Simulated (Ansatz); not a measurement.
**GaSb: the band gap up the ladder of functionals**

An exercise on one series of results from a longer session: the logs are not shown, and one member is left open.

The runs shown are made with Ansatz 0.2.0. PAW datasets, plane waves. The values are computed, spin-unpolarised, and not measurements.

## The cell

The cell was relaxed beforehand with r2SCAN.

It is cubic, F-43m (No. 216); a = 6.132 Å in the conventional setting, 28.82 Å³ an atom. Ga has 4 Sb at 2.66 Å; Sb has 4 Ga at 2.66 Å.

Structure file:

```cif
data_structure
_symmetry_space_group_name_H-M 'P 1'
_symmetry_Int_Tables_number 1
_cell_length_a 4.3358
_cell_length_b 4.3358
_cell_length_c 4.3358
_cell_angle_alpha 60.000
_cell_angle_beta 60.000
_cell_angle_gamma 60.000
_cell_volume 57.64
loop_
_atom_site_label
_atom_site_type_symbol
_atom_site_fract_x
_atom_site_fract_y
_atom_site_fract_z
_atom_site_occupancy
Ga1 Ga 0.00000 0.00000 0.00000 1
Sb1 Sb 0.25000 0.25000 0.25000 1
```

Set-up of the first run:

Contents of input.yaml:

```yaml
crystal:
  lattice:
    - [0.0, 3.0658788003, 3.0658788003]
    - [3.0658788003, 0.0, 3.0658788003]
    - [3.0658788003, 3.0658788003, 0.0]
  atoms:
    - { symbol: Ga, position: [0.0, 0.0, 0.0] }
    - { symbol: Sb, position: [0.25, 0.25, 0.25] }
kpoints:
  mp_grid: { grid: [8, 8, 8] }
  band_path:
    path:
      - [[0.0, 0.0, 0.0], [-0.5, -0.5, -2.895967631396e-33], [-0.375, -0.375, 0.25]]
      - [[-0.375, 2.019692968553e-17, 0.375], [0.0, 0.0, 0.0], [1.684787636783e-18, 1.684787636783e-18, 0.5], [-0.5, -0.25, 0.25], [-0.5, -0.5, -2.895967631396e-33]]
    npoints: 10
hamiltonian:
  xc: pbe
scf:
  occupations: { method: fermi_dirac, width: 0.02 }
  n_extra_bands: 4
output:
  forces: true
  stress: true
  eigenvalues: true
  write_density: true
  write_potential: true
  elf: true
  volumetric_format: npy
```

Run with:

```console
ansatz run input.yaml --threads 4 --pin off --max-ram 7372MiB --backend cpu --events-out ev --progress --plain --runs-dir out
```

Steps of the session up to this table: PBE band path; Single point with r2SCAN; HSE06 at the same geometry; PBE+SOC at the same geometry; PBE0; Single point with LDA; Single point with HSE06+SOC.

One table of the session follows, with a row left open; its other results are not shown here.

| level | gap (eV) |
| --- | --- |
| PBE | 0.00 |
| r2SCAN | 0.41 |
| HSE06 | ? |
| PBE+SOC | 0.00 |
| LDA | 0.00 |
| HSE06+SOC | 0.59 |

Q: Estimate the row for HSE06 from the others.

The run gave: gap (eV): 0.77. In the column «gap (eV)» it is the highest.

Meshes: PBE 8×8×8, r2SCAN 8×8×8, HSE06 6×6×6, PBE+SOC 8×8×8, LDA 8×8×8, HSE06+SOC 4×4×4

What this shows: PBE finds no gap, while r2SCAN, HSE06+SOC, HSE06 open one of up to 0.77 eV: the level of theory decides whether this is called a metal. The calculation is for fixed nuclei; the measurement holds lattice motion too.

Caveats from the session: Warnings in the runs' records: stress scf threshold loose, stress exchange threshold loose, little group invariance lost.
